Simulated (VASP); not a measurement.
A run of VASP 6.6.1 is set up as follows.

The input POSCAR:

```
BN
1.0
    0.0000000000      1.8048245570      1.8048245570
    1.8048245570      0.0000000000      1.8048245570
    1.8048245570      1.8048245570      0.0000000000
B N
1 1
Direct
    0.0000000000      0.0000000000      0.0000000000
    0.2500000000      0.2500000000      0.2500000000
```

File INCAR.step1:

```
SYSTEM = BN
ALGO = Normal ; EDIFF = 1E-4
ENCUT = 520 ; GGA = PE
ISMEAR = 0 ; LASPH = .TRUE.
LCHARG = .FALSE. ; LREAL = .FALSE.
LWAVE = .TRUE. ; NBANDS = 11
NELM = 60 ; PREC = Accurate
SIGMA = 0.01
```

Contents of INCAR.step2:

```
SYSTEM = BN
ALGO = Normal ; EDIFF = 1E-6
ENCUT = 520 ; ISIF = 2
ISMEAR = 0 ; ISTART = 1
LASPH = .TRUE. ; LCHARG = .TRUE.
LELF = .TRUE. ; LMIXTAU = .TRUE.
LREAL = .FALSE. ; LVHAR = .TRUE.
LWAVE = .FALSE. ; METAGGA = R2SCAN
NBANDS = 11 ; NELM = 60
PREC = Accurate ; SIGMA = 0.01
```

The input KPOINTS:

```
k-points
0
G
  12 12 12
  0 0 0
```

Potentials or basis: VASP PAW PBE potentials, release 64 (B, N).

Command:

```console
$ cat potpaw_PBE.64/B/POTCAR potpaw_PBE.64/N/POTCAR > POTCAR
$ cp INCAR.step1 INCAR
$ mpirun -np 1 vasp_std > vasp.out
$ cp INCAR.step2 INCAR
$ mpirun -np 1 vasp_std > vasp.out
```

Task: What does it give for the band gap on the k mesh?

Result: 4.98 eV, indirect (least direct gap 9.55 eV).

Task: Estimate the pressure.

Result: 1.1 GPa.

Caveat: the PAW data sets were made with another functional, which shifts forces and pressure a little.

**Experimental background.**

From a printed reference work, monograph, for a bulk crystal of BN at 300 K: band gap 6.4 eV (indirect).

A measured gap of BN is 6.4 eV (indirect; 300 K; a printed reference work, monograph); the calculated 4.98 eV misses it by -1.42 eV. The value is that of r2SCAN on a finite k mesh, which can miss the band edges, without temperature or zero-point motion.
